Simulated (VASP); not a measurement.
# GaP (F-43m) in VASP: further runs

One crystal, GaP, is run at these levels: PW91, r2SCAN, SCAN; tasks: relaxation of cell and atoms.

All numbers are computed with VASP 6.6.1; they aren't measurements. Logs are shortened: lines on timing, memory, paths and dates and some standing lists are left out, and cuts for length are marked.

### Step 1. The crystal as given

It takes space group F-43m (No. 216, cubic). Conventional cell: a = 5.451 Å, b = 5.451 Å, c = 5.451 Å, α = 90.00°, β = 90.00°, γ = 90.00°. Around Ga (site symmetry -43m) lie 4 P at 2.36 Å. P (site symmetry -43m) is surrounded by 4 Ga at 2.36 Å.

### Step 2. Relaxation of cell and atoms, PW91

File INCAR:

```
SYSTEM = GaP
PREC     = Accurate       ! precision mode
ENCUT    = 600            ! plane-wave cutoff, eV
EDIFF    = 1E-7           ! SCF threshold, eV
ISMEAR   = -1             ! smearing method
SIGMA    = 0.05           ! smearing width, eV
LREAL    = .FALSE.        ! projectors in reciprocal space
LASPH    = .TRUE.         ! aspherical terms in the spheres
NELM     = 80             ! most SCF steps
ALGO     = Normal         ! electronic algorithm
ISIF     = 3              ! what is computed and relaxed
LWAVE    = .FALSE.        ! write WAVECAR
LCHARG   = .FALSE.        ! write CHGCAR
GGA      = 91             ! functional
IBRION   = 2              ! ionic algorithm
NSW      = 40             ! ionic steps
EDIFFG   = -0.01          ! ionic threshold
```

File KPOINTS:

```
regular mesh
0
G
  8 8 8
  0 0 0
```

File POSCAR:

```
GaP
1.0
    0.0000000000      2.7252500000      2.7252500000
    2.7252500000      0.0000000000      2.7252500000
    2.7252500000      2.7252500000      0.0000000000
Ga P
1 1
Direct
    0.0000000000      0.0000000000      0.0000000000
    0.7500000000      0.7500000000      0.7500000000
```

Potentials or basis: VASP PAW PBE potentials, release 64 (Ga_d, P).

Started as:

```
> cat potpaw_PBE.64/Ga_d/POTCAR potpaw_PBE.64/P/POTCAR > POTCAR
> mpirun -np 1 vasp_std > vasp.out
```

OUTCAR:

```text
SYSTEM = GaP
   PREC = Accurate
   ENCUT = 600
   EDIFF = 1E-7
   ISMEAR = -1
   LREAL = .FALSE.
   LASPH = .TRUE.
   NELM = 80
   ISIF = 3
   GGA = 91
   IBRION = 2
   NSW = 40
   EDIFFG = -0.01

 ion  position               nearest neighbor table
   1  0.000  0.000  0.000-   2 2.36   2 2.36   2 2.36   2 2.36
   2  0.750  0.750  0.750-   1 2.36   1 2.36   1 2.36   1 2.36

  LATTYP: Found a face centered cubic cell.
 ALAT       =     5.4505000000

  Lattice vectors:

 A1 = (   0.0000000000,   2.7252500000,   2.7252500000)
 A2 = (   2.7252500000,   0.0000000000,   2.7252500000)
 A3 = (   2.7252500000,   2.7252500000,   0.0000000000)

Analysis of symmetry for initial positions (statically):
=====================================================================
 Subroutine PRICEL returns:
 Original cell was already a primitive cell.

 Routine SETGRP: Setting up the symmetry group for a
 face centered cubic supercell.

 Subroutine GETGRP returns: Found 24 space group operations
 (whereof 24 operations were pure point group operations)
 out of a pool of 48 trial point group operations.

The static configuration has the point symmetry T_d .

Analysis of symmetry for dynamics (positions and initial velocities):
=====================================================================
 Subroutine PRICEL returns:
 Original cell was already a primitive cell.

 Routine SETGRP: Setting up the symmetry group for a
 face centered cubic supercell.

 Subroutine GETGRP returns: Found 24 space group operations
 (whereof 24 operations were pure point group operations)
 out of a pool of 48 trial point group operations.

The dynamic configuration has the point symmetry T_d .

 Subroutine INISYM returns: Found 24 space group operations
 (whereof 24 operations are pure point group operations),
 and found     1 'primitive' translations

----------------------------------------------------------------------------------------

                                     Primitive cell

  volume of cell :      40.4808

  direct lattice vectors                    reciprocal lattice vectors
     0.000000000  2.725250000  2.725250000    -0.183469406  0.183469406  0.183469406
     2.725250000  0.000000000  2.725250000     0.183469406 -0.183469406  0.183469406
     2.725250000  2.725250000  0.000000000     0.183469406  0.183469406 -0.183469406

  length of vectors
     3.854085511  3.854085511  3.854085511     0.317778334  0.317778334  0.317778334

  position of ions in fractional coordinates (direct lattice)
     0.000000000  0.000000000  0.000000000
     0.750000000  0.750000000  0.750000000

  ion indices of the primitive-cell ions
   primitive index   ion index
                 1           1
                 2           2

----------------------------------------------------------------------------------------

 KPOINTS: regular mesh

Automatic generation of k-mesh.
 Grid dimensions read from file:
 generate k-points for:    8    8    8

 Generating k-lattice:

  Cartesian coordinates                     Fractional coordinates (reciprocal lattice)
    -0.022933676  0.022933676  0.022933676     0.125000000  0.000000000  0.000000000
     0.022933676 -0.022933676  0.022933676     0.000000000  0.125000000  0.000000000
     0.022933676  0.022933676 -0.022933676     0.000000000  0.000000000  0.125000000

  Length of vectors
     0.039722292  0.039722292  0.039722292

  Shift w.r.t. Gamma in fractional coordinates (k-lattice)
     0.000000000  0.000000000  0.000000000

 Subroutine IBZKPT returns following result:
 ===========================================

 Found     29 irreducible k-points:

 Following reciprocal coordinates:
            Coordinates               Weight
  0.000000  0.000000  0.000000      1.000000
  0.125000  0.000000  0.000000      8.000000
  0.250000  0.000000  0.000000      8.000000
  0.375000  0.000000  0.000000      8.000000
  0.500000  0.000000  0.000000      4.000000
  0.125000  0.125000  0.000000      6.000000
[... 16 lines left out ...]
  0.500000  0.250000  0.125000     48.000000
 -0.375000  0.250000  0.125000     24.000000
 [... further k-points ...]
   k-points           NKPTS =     29   k-points in BZ     NKDIM =     29   number of bands    NBANDS=     13
   number of dos      NEDOS =    301   number of ions     NIONS =      2
   total plane-waves  NPLWV =  32768
   dimension x,y,z NGX =    32 NGY =   32 NGZ =   32
   dimension x,y,z NGXF=    64 NGYF=   64 NGZF=   64
   ions per type =               1   1
   NGX,Y,Z   is equivalent  to a cutoff of  13.80, 13.80, 13.80 a.u.
   NGXF,Y,Z  is equivalent  to a cutoff of  27.61, 27.61, 27.61 a.u.
 SYSTEM =  GaP
   PREC   = accura    normal or accurate (medium, high low for compatibility)
   ISTART =      0    job   : 0-new  1-cont  2-samecut
   ICHARG =      2    charge: 1-file 2-atom 10-const
   ISPIN  =      1    spin polarized calculation?
   LNONCOLLINEAR =      F non collinear calculations
   LSORBIT =      F    spin-orbit coupling
   LASPH  =      T    aspherical Exc in radial PAW
   ENCUT  =  600.0 eV  44.10 Ry    6.64 a.u.   7.70  7.70  7.70*2*pi/ulx,y,z
   NELM   =     80;   NELMIN=  2; NELMDL= -5     # of ELM steps
   EDIFF  = 0.1E-06   stopping-criterion for ELM
   LREAL  =      F    real-space projection
   EDIFFG = -.1E-01   stopping-criterion for IOM
   NSW    =     40    number of steps for IOM
   IBRION =      2    ionic relax: 0-MD 1-quasi-New 2-CG
   NFREE  =      1    steps in history (QN), initial steepest desc. (CG)
   ISIF   =      3    stress and relaxation
   ISYM   =      2    0-nonsym 1-usesym 2-fastsym
   POTIM  = 0.5000    time-step for ionic-motion
   TEBEG  =    0.0;   TEEND  =   0.0 temperature during run
   PSTRESS=    0.0 pullay stress
   NELECT =      18.0000    total number of electrons
   NUPDOWN=      -1.0000    fix difference up-down
   EMIN   =  10.00;   EMAX   =-10.00  energy-range for DOS
   EFERMI =   0.00;   METHOD = LEGACY
   ISMEAR =    -1;   SIGMA  =   0.05  broadening in eV -4-tet -1-fermi 0-gaus
   EFERMI_NEDOS =   21; number of points for ismear=-14 and -15
   IALGO  =     38    algorithm
   IMIX   =      4    mixing-type and parameters
     AMIX     =   0.40;   BMIX     =  1.00
     AMIX_MAG =   1.60;   BMIX_MAG =  1.00
  volume/ion in A,a.u.               =      20.24       136.59
  Fermi-wavevector in a.u.,A,eV,Ry     =   1.249538  2.361284 21.243377  1.561344
  Thomas-Fermi vector in A             =   2.383574
   LORBIT       =      0    0 simple, 1 ext, 2 COOP (PROOUT), +10 PAW based schemes
   GGA     = 91    functional components
   LHFCALC =     F    Hartree Fock is set to
   AEXX    =    0.0000 exact exchange contribution
   IVDW    =     0    specifies the selected vdW correction
   LEPSILON=     F    determine dielectric tensor
   LRPA    =     F    only Hartree local field effects (RPA)
 conjugate gradient relaxation of ions
 non-spin polarized calculation
  energy-cutoff  :      600.00
  volume of cell :       40.48
 maximum number of plane-waves:      1365
   NGX = 15   NGY = 15   NGZ = 15

--------------------------------------- Ionic step        1  -------------------------------------------

 number of electron      18.0000003 magnetization

 Free energy of the ion-electron system (eV)
  ---------------------------------------------------
  ext. energy  EPLUGINS =         0.00000000
  ---------------------------------------------------
  free energy    TOTEN  =        -9.16061798 eV

  energy without entropy =       -9.16061797  energy(sigma->0) =       -9.16061797

------------------------ aborting loop because EDIFF is reached ----------------------------------------

  FORCE on cell =-STRESS in cart. coord.  units (eV):
  Direction    XX          YY          ZZ          XY          YZ          ZX
  --------------------------------------------------------------------------------------
  -------------------------------------------------------------------------------------
  Total        0.6091071      0.6091071      0.6091071      0.0000000      0.0000000      0.0000000
  in kB       24.1076680     24.1076680     24.1076680      0.0000000      0.0000000      0.0000000
  external PRESSURE =      24.1076680 kB  Pullay stress =       0.0000000 kB
[... 57 lines left out ...]
  energy  without entropy=       -9.1673094724  energy(sigma->0) =       -9.16730948

--------------------------------------- Ionic step        3  -------------------------------------------

 number of electron      17.9999991 magnetization

 Free energy of the ion-electron system (eV)
  ---------------------------------------------------
  ext. energy  EPLUGINS =         0.00000000
  ---------------------------------------------------
  free energy    TOTEN  =        -9.16939144 eV

  energy without entropy =       -9.16939144  energy(sigma->0) =       -9.16939144

 E-fermi :   5.0777     XC(G=0):  -9.7478

 val. band max:        4.3085373102   @ k =   0.0000   0.0000   0.0000
 cond. band min:       5.8756811673   @ k =   0.0000   0.0000   0.0000
 fundamental gap:      1.5671438572
 Fermi energy:         5.0777344732

 k-point     1 :       0.0000    0.0000    0.0000
  band No.  band energies     occupation
      1     -10.2397      2.00000
      2     -10.2397      2.00000
      3     -10.2397      2.00000
      4     -10.1485      2.00000
      5     -10.1485      2.00000
      6      -7.9597      2.00000
      7       4.3085      2.00000
      8       4.3085      2.00000
      9       4.3085      2.00000
     10       5.8757      0.00000
     11       8.2066      0.00000
     12       8.2066      0.00000
     13       8.2066      0.00000
[... 353 lines left out ...]
 k-point    24 :      -0.3750    0.2500    0.1250
  band No.  band energies     occupation
      1     -10.3168      2.00000
      2     -10.2117      2.00000
      3     -10.2008      2.00000
      4     -10.1530      2.00000
      5     -10.1419      2.00000
      6      -5.5995      2.00000
      7      -1.9694      2.00000
      8       1.2228      2.00000
      9       2.4546      2.00000
     10       7.6749      0.00000
     11       8.6263      0.00000
     12      10.6835      0.00000
     13      12.1402      0.00000

 [... further k-points ...]
[... 5 lines left out ...]
  --------------------------------------------------------------------------------------
  -------------------------------------------------------------------------------------
  Total        0.0000304      0.0000304      0.0000304      0.0000000     -0.0000000      0.0000000
  in kB        0.0011704      0.0011704      0.0011704      0.0000000     -0.0000000      0.0000000
  external PRESSURE =       0.0011704 kB  Pullay stress =       0.0000000 kB
[... 17 lines left out ...]
  FREE ENERGIE OF THE ION-ELECTRON SYSTEM (eV)
  ---------------------------------------------------
  free  energy   TOTEN  =        -9.1693914424 eV

  energy  without entropy=       -9.1693914379  energy(sigma->0) =       -9.16939144

 reached required accuracy - stopping structural energy minimisation
```

Wall time 28 s (1 thread of AMD EPYC 9R45 (Zen 5), shared host); peak memory 0.16 GiB.

What came out:

| Property | Result |
| --- | --- |
| Free energy | -9.1694 eV |
| Relaxed volume | 20.84 Å³/atom |
| Relaxed cell | a = 3.892 Å, b = 3.892 Å, c = 3.892 Å, α = 60.00°, β = 60.00°, γ = 60.00° |
| Space group after relaxing (to 0.05 Å) | F-43m (No. 216) |
| Energy gained by relaxing | 4.4 meV/atom |
| Ionic steps | 3 |
| Pressure after relaxing | 0.0 GPa |
| Band gap on the k mesh | 1.57 eV, direct |

The path:
```csv
step,energy change (eV),largest force (eV/Å),pressure (GPa),volume (Å³)
1,0.0000,0.0000,2.41,40.48
2,-0.0067,0.0000,-1.07,42.29
3,-0.0088,0.0000,0.00,41.68
```

Final structure:
```
Ga P
1.0
     0.00000    2.75192    2.75192
     2.75192    0.00000    2.75192
     2.75192    2.75192    0.00000
Ga P
1 1
Cartesian
  0.0000 0.0000 0.0000
  4.1279 4.1279 4.1279
```

Levels at points of the mesh, in eV from the valence-band top:
| k point | band 5 | band 6 | band 7 | band 8 | band 9 | band 10 | band 11 | band 12 | band 13 |
| --- | --- | --- | --- | --- | --- | --- | --- | --- | --- |
| (0.00, 0.00, 0.00) | -14.46 | -12.27 | 0.00 | 0.00 | 0.00 | 1.57 | 3.90 | 3.90 | 3.90 |
| (0.50, 0.00, 0.00) | -14.45 | -10.30 | -6.47 | -1.07 | -1.07 | 1.58 | 4.73 | 4.73 | 8.21 |
| (0.50, 0.50, 0.00) | -14.44 | -9.44 | -6.62 | -2.58 | -2.58 | 1.71 | 1.85 | 10.37 | 10.37 |

Caveat: the PAW data sets were made with another functional, which shifts forces and pressure a little.

(Continued in part 2 of 2.)
